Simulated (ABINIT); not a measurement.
# Mo (Im-3m) in ABINIT: notebook

One crystal, Mo, is run at these levels: PBE; tasks: equation of state.

Program: ABINIT 10.8.3 (patched build). These are calculated values, not measurements. Logs are shortened: lines on timing, memory, paths and dates and some standing lists are left out, and cuts for length are marked. The log counts tension as positive stress, the text compression.

## Step 1: The structure

The structure is cubic, space group Im-3m (No. 229). Conventional cell: a = 3.168 Å, b = 3.168 Å, c = 3.168 Å, α = 90.00°, β = 90.00°, γ = 90.00°. Mo (site symmetry m-3m) has 8 Mo at 2.74 Å as nearest neighbours.

## Step 2: Equation of state, PBE

The input, run.abi:

```
# Datasets: one volume each
ndtset 7
getwfk -1
scalecart1 3*0.9795861087
scalecart2 3*0.9864848297
scalecart3 3*0.9932883884
scalecart4 3*1.0000000000
scalecart5 3*1.0066227096
scalecart6 3*1.0131594038
scalecart7 3*1.0196128224

# Pseudopotentials
pp_dirpath "./"
pseudos "Mo.upf"

# Structure
acell 3*1.0
rprim
    -2.9929651906     2.9929651906     2.9929651906
     2.9929651906    -2.9929651906     2.9929651906
     2.9929651906     2.9929651906    -2.9929651906
ntypat 1
znucl 42
natom 1
typat 1
xred
     0.0000000000     0.0000000000     0.0000000000

# Plane-wave basis
ecut 40.0

# k points
kptopt 1
ngkpt 12 12 12
nshiftk 1
shiftk 0.0 0.0 0.0

# Exchange and correlation
ixc 11

# Bands and occupations
nband 11
occopt 3
tsmear 0.05 eV

# SCF cycle
nstep 100
tolvrs 1.0e-10

# Output
iomode 3
prtwf 1
prtden 0
prteig 0
prtebands 0
enunit 2
```

Potentials or basis: PseudoDojo NC SR PBE v0.4.1 standard.

Command:

```console
$ abinit run.abi > log 2>&1
```

run.abo:

```text
.Version 10.8.3 of ABINIT
 DATASET    1 : space group Im -3 m (#229); Bravais cI (body-center cubic)
================================================================================
 Values of the parameters that define the memory need for DATASET  1.
     intxc =       0    ionmov =       0      iscf =       7    lmnmax =       6
     lnmax =       6     mgfft =      30  mpssoang =       3    mqgrid =    3001
     natom =       1  nloc_mem =       1    nspden =       1   nspinor =       1
    nsppol =       1      nsym =      48    n1xccc =    2501    ntypat =       1
    occopt =       3   xclevel =       2
       mpw =        1236          nfft =       27000          nkpt =          72
================================================================================
================================================================================
[... 61 lines left out ...]
 DATASET    7 : space group Im -3 m (#229); Bravais cI (body-center cubic)
================================================================================
 Values of the parameters that define the memory need for DATASET  7.
     intxc =       0    ionmov =       0      iscf =       7    lmnmax =       6
     lnmax =       6     mgfft =      32  mpssoang =       3    mqgrid =    3001
     natom =       1  nloc_mem =       1    nspden =       1   nspinor =       1
    nsppol =       1      nsym =      48    n1xccc =    2501    ntypat =       1
    occopt =       3   xclevel =       2
       mpw =        1401          nfft =       32768          nkpt =          72
================================================================================
================================================================================

--------------------------------------------------------------------------------
------------- Echo of variables that govern the present computation ------------
--------------------------------------------------------------------------------
 -outvars: echo values of preprocessed input variables --------
            acell      1.0000000000E+00  1.0000000000E+00  1.0000000000E+00 Bohr
              amu      9.59400000E+01
             ecut      4.00000000E+01 Hartree
           enunit           2
           getwfk          -1
                       outvar_i_n : Printing only first  50 k-points.
              ixc          11
           jdtset        1    2    3    4    5    6    7
                       outvar_i_n : Printing only first  50 k-points.
         kptrlatt       12    0    0      0   12    0      0    0   12
          kptrlen1     6.09377138E+01
          kptrlen2     6.13668668E+01
          kptrlen3     6.17901000E+01
          kptrlen4     6.22076133E+01
          kptrlen5     6.26195963E+01
          kptrlen6     6.30262284E+01
          kptrlen7     6.34276802E+01
            natom           1
            nband          11
           ndtset           7
            ngfft1         30      30      30
            ngfft2         30      30      30
            ngfft3         30      30      30
            ngfft4         30      30      30
            ngfft5         30      30      30
            ngfft6         30      30      30
            ngfft7         32      32      32
             nkpt          72
            nstep         100
             nsym          48
           ntypat           1
                       prtocc : prtvol=0, do not print more k-points.
           occopt           3
           prtden           0
        prtebands           0
           prteig           0
            rprim1    -2.9318671245E+00  2.9318671245E+00  2.9318671245E+00
                       2.9318671245E+00 -2.9318671245E+00  2.9318671245E+00
                       2.9318671245E+00  2.9318671245E+00 -2.9318671245E+00
            rprim2    -2.9525147563E+00  2.9525147563E+00  2.9525147563E+00
                       2.9525147563E+00 -2.9525147563E+00  2.9525147563E+00
                       2.9525147563E+00  2.9525147563E+00 -2.9525147563E+00
            rprim3    -2.9728775707E+00  2.9728775707E+00  2.9728775707E+00
                       2.9728775707E+00 -2.9728775707E+00  2.9728775707E+00
                       2.9728775707E+00  2.9728775707E+00 -2.9728775707E+00
            rprim4    -2.9929651906E+00  2.9929651906E+00  2.9929651906E+00
                       2.9929651906E+00 -2.9929651906E+00  2.9929651906E+00
                       2.9929651906E+00  2.9929651906E+00 -2.9929651906E+00
            rprim5    -3.0127867299E+00  3.0127867299E+00  3.0127867299E+00
                       3.0127867299E+00 -3.0127867299E+00  3.0127867299E+00
                       3.0127867299E+00  3.0127867299E+00 -3.0127867299E+00
            rprim6    -3.0323508281E+00  3.0323508281E+00  3.0323508281E+00
                       3.0323508281E+00 -3.0323508281E+00  3.0323508281E+00
                       3.0323508281E+00  3.0323508281E+00 -3.0323508281E+00
            rprim7    -3.0516656853E+00  3.0516656853E+00  3.0516656853E+00
                       3.0516656853E+00 -3.0516656853E+00  3.0516656853E+00
                       3.0516656853E+00  3.0516656853E+00 -3.0516656853E+00
          spgroup         229
           tolvrs      1.00000000E-10
           tsmear      1.83746611E-03 Hartree
            typat      1
                       outvars : Printing only first  50 k-points.
            znucl       42.00000

================================================================================

 chkinp: Checking input parameters for consistency, jdtset=   1.

 chkinp: Checking input parameters for consistency, jdtset=   2.

 chkinp: Checking input parameters for consistency, jdtset=   3.

 chkinp: Checking input parameters for consistency, jdtset=   4.
[... 22 lines left out ...]
 Real(R)+Recip(G) space primitive vectors, cartesian coordinates (Bohr,Bohr^-1):
 R(1)= -2.9318671  2.9318671  2.9318671  G(1)=  0.0000000  0.1705398  0.1705398
 R(2)=  2.9318671 -2.9318671  2.9318671  G(2)=  0.1705398  0.0000000  0.1705398
 R(3)=  2.9318671  2.9318671 -2.9318671  G(3)=  0.1705398  0.1705398  0.0000000
 Unit cell volume ucvol=  1.0080750E+02 bohr^3
 Angles (23,13,12)=  1.09471221E+02  1.09471221E+02  1.09471221E+02 degrees

 getcut: wavevector=  0.0000  0.0000  0.0000  ngfft=  30  30  30
         ecut(hartree)=     40.000   => boxcut(ratio)=   2.07501

--- Pseudopotential description ------------------------------------------------
- pspini: atom type   1  psp file is ./Mo.upf
12 -101130 2 -1 1640                          pspcod,pspxc,lmax,lloc,mmax
     nproj     2     2     2

   2.23397132E+02                                ecore*ucvol(ha*bohr**3)
--------------------------------------------------------------------------------

================================================================================

--- !BeginCycle
iteration_state: {dtset: 1, }
solver: {iscf: 7, nstep: 100, nline: 4, wfoptalg: 0, }
tolerances: {tolvrs: 1.00E-10, }
...

     iter   Etot(hartree)      deltaE(h)  residm     vres2
 ETOT  1  -70.238940700077    -7.024E+01 1.519E-01 9.005E+01
 ETOT  2  -70.273777001734    -3.484E-02 3.705E-02 1.800E+01
 ETOT  3  -70.277692676347    -3.916E-03 8.073E-03 1.929E-03
 ETOT  4  -70.277694927913    -2.252E-06 2.448E-03 7.505E-05
 ETOT  5  -70.277694942943    -1.503E-08 7.558E-04 9.682E-08
 ETOT  6  -70.277694942958    -1.440E-11 4.428E-04 4.864E-10
 ETOT  7  -70.277694942958    -7.816E-13 3.186E-04 1.163E-11
[... 988 lines left out ...]
 Cartesian components of stress tensor (hartree/bohr^3)
  sigma(1 1)=  5.00642042E-04  sigma(3 2)=  0.00000000E+00
  sigma(2 2)=  5.00642042E-04  sigma(3 1)=  0.00000000E+00
  sigma(3 3)=  5.00642042E-04  sigma(2 1)=  0.00000000E+00

-Cartesian components of stress tensor (GPa)         [Pressure= -1.4729E+01 GPa]
- sigma(1 1)=  1.47293974E+01  sigma(3 2)=  0.00000000E+00
- sigma(2 2)=  1.47293974E+01  sigma(3 1)=  0.00000000E+00
- sigma(3 3)=  1.47293974E+01  sigma(2 1)=  0.00000000E+00

== END DATASET(S) ==============================================================
================================================================================

 -outvars: echo values of variables after computation  --------
            acell      1.0000000000E+00  1.0000000000E+00  1.0000000000E+00 Bohr
           etotal1    -7.0277694943E+01
           etotal2    -7.0278645195E+01
           etotal3    -7.0279134629E+01
           etotal4    -7.0279210055E+01
           etotal5    -7.0278913265E+01
           etotal6    -7.0278282119E+01
           etotal7    -7.0277350621E+01
            fcart1    -0.0000000000E+00 -0.0000000000E+00 -0.0000000000E+00
            fcart2    -0.0000000000E+00 -0.0000000000E+00 -0.0000000000E+00
            fcart3    -0.0000000000E+00 -0.0000000000E+00 -0.0000000000E+00
            fcart4    -0.0000000000E+00 -0.0000000000E+00 -0.0000000000E+00
            fcart5    -0.0000000000E+00 -0.0000000000E+00 -0.0000000000E+00
            fcart6    -0.0000000000E+00 -0.0000000000E+00 -0.0000000000E+00
            fcart7    -0.0000000000E+00 -0.0000000000E+00 -0.0000000000E+00
            rprim1    -2.9318671245E+00  2.9318671245E+00  2.9318671245E+00
                       2.9318671245E+00 -2.9318671245E+00  2.9318671245E+00
                       2.9318671245E+00  2.9318671245E+00 -2.9318671245E+00
            rprim2    -2.9525147563E+00  2.9525147563E+00  2.9525147563E+00
                       2.9525147563E+00 -2.9525147563E+00  2.9525147563E+00
                       2.9525147563E+00  2.9525147563E+00 -2.9525147563E+00
            rprim3    -2.9728775707E+00  2.9728775707E+00  2.9728775707E+00
                       2.9728775707E+00 -2.9728775707E+00  2.9728775707E+00
[... 9 lines left out ...]
                       3.0323508281E+00  3.0323508281E+00 -3.0323508281E+00
            rprim7    -3.0516656853E+00  3.0516656853E+00  3.0516656853E+00
                       3.0516656853E+00 -3.0516656853E+00  3.0516656853E+00
                       3.0516656853E+00  3.0516656853E+00 -3.0516656853E+00
           strten1    -5.5682882810E-04 -5.5682882810E-04 -5.5682882810E-04
                       0.0000000000E+00  0.0000000000E+00  0.0000000000E+00
           strten2    -3.3038718998E-04 -3.3038718998E-04 -3.3038718998E-04
                       0.0000000000E+00  0.0000000000E+00  0.0000000000E+00
           strten3    -1.2688694279E-04 -1.2688694279E-04 -1.2688694279E-04
                       0.0000000000E+00  0.0000000000E+00  0.0000000000E+00
           strten4     5.6001778580E-05  5.6001778580E-05  5.6001778580E-05
                       0.0000000000E+00  0.0000000000E+00  0.0000000000E+00
           strten5     2.2038870745E-04  2.2038870745E-04  2.2038870745E-04
                       0.0000000000E+00  0.0000000000E+00  0.0000000000E+00
           strten6     3.6806260395E-04  3.6806260395E-04  3.6806260395E-04
                       0.0000000000E+00  0.0000000000E+00  0.0000000000E+00
           strten7     5.0064204167E-04  5.0064204167E-04  5.0064204167E-04
                       0.0000000000E+00  0.0000000000E+00  0.0000000000E+00
 Calculation completed.
```

Run time: 2.1 min. Hardware: 1 thread of Arm Neoverse V1, shared host; peak memory 0.1 GiB.

What came out:

```
Equilibrium volume                      : 15.79 Å³/atom
Bulk modulus                            : 262 GPa
Pressure derivative of the bulk modulus : 4.3
```

Energy against volume, from the lowest point:
| volume (Å³/atom) | energy (meV/atom) |
| --- | --- |
| 14.938 | 41.23 |
| 15.256 | 15.37 |
| 15.574 | 2.05 |
| 15.892 | 0.00 |
| 16.209 | 8.08 |
| 16.527 | 25.25 |
| 16.845 | 50.60 |

Caveat: pressures at fixed basis lie under the slope of the energies.

## Step 3: Equation of state, PBE

run.abi is that of step 2.

Potentials or basis: PseudoDojo NC SR PBE v0.4 stringent.

Command:

```console
$ abinit run.abi > log 2>&1
```

Run time: 2.1 min. Hardware: 1 thread of Arm Neoverse V1, shared host; peak memory 0.1 GiB.

It converged, with:

```yaml
Equilibrium_volume: 15.79 Å³/atom
Bulk_modulus: 262 GPa
Pressure_derivative_of_the_bulk_modulus: 4.3
```

Energy against volume, from the lowest point:
```csv
volume (Å³/atom),energy (meV/atom)
14.938,41.23
15.256,15.37
15.574,2.05
15.892,0.00
16.209,8.08
16.527,25.25
16.845,50.60
```

Caveat: pressures at fixed basis lie under the slope of the energies.

## Step 4: Equation of state, PBE

run.abi is that of step 3.

Potentials or basis: PseudoDojo NC SR PBE v0.5 standard.

Command:

```console
$ abinit run.abi > log 2>&1
```

It took 2.1 min on 1 thread of Arm Neoverse V1, shared host; peak memory 0.1 GiB.

It converged, with:

```yaml
Equilibrium_volume: 15.79 Å³/atom
Bulk_modulus: 262 GPa
Pressure_derivative_of_the_bulk_modulus: 4.3
```

Energy against volume, from the lowest point:
```csv
volume (Å³/atom),energy (meV/atom)
14.938,41.23
15.256,15.37
15.574,2.05
15.892,0.00
16.209,8.08
16.527,25.25
16.845,50.60
```

Caveat: pressures at fixed basis lie under the slope of the energies.

## Step 5: Overview

```tsv
potentials or basis	V0 of scaled cells (Å³/atom)	B0 (GPa)
PseudoDojo NC SR PBE v0.4.1 standard	15.79	262
PseudoDojo NC SR PBE v0.4 stringent	15.79	262
PseudoDojo NC SR PBE v0.5 standard	15.79	262
```

Alike in all rows: task equation of state; level PBE; no spin polarisation; cell as given; k mesh 12 × 12 × 12; cutoff (eV) 1088; smearing fermi-dirac 0.05 eV.

Caveats: pressures at fixed basis lie under the slope of the energies.

Total energies depend on the potentials used, so only differences within one code and one set of settings carry meaning.
